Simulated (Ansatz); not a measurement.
**Calculated quadrupolar parameters for BN under strain**

The cell is a structure deposited in the COD, relaxed with PBE at fixed cell and then changed (z compressed by 3 %, ions relaxed).

```xyz
2
Lattice="0.0000 1.8075 1.7533 1.8075 0.0000 1.7533 1.8075 1.8075 0.0000" Properties=species:S:1:pos:R:3 pbc="T T T"
B     0.0000    0.0000    0.0000
N     0.9038    0.9038    0.8766
```

Atoms are numbered from 1 in the order listed; like atoms form one site, named after its first atom.

Level of theory: DFT, PBE, plane waves and PAW, scalar-relativistic, 420 eV cutoff, Γ-centred 14×14×14 k-points, Fermi–Dirac smearing 0.02 eV (Ansatz 0.2.0).

C_Q = eQV_zz/h, which is 24.18 MHz for Q = 1 b and V_zz = 10²¹ V/m²; η = (V_xx − V_yy)/V_zz. Directions are in the Cartesian axes of the cell vectors above, for the atom listed; none is given where the gradient is under 0.02 or η is above 0.95.

Q: Give the quadrupolar parameters of the distinct sites.

A: 

```csv
site,first atom,first shell,V_zz (10²¹ V/m²),η,"direction of V_zz (x, y, z)"
B,1,4 N at 1.55 Å,0.080,0.00,0.00 0.00 1.00
N,2,4 B at 1.55 Å,-0.50,0.00,0.00 0.00 1.00
```

An axis of threefold or higher order runs through B and N, so V_zz lies along it and η is zero.

At this changed cell the PBE pressure is 15 GPa.
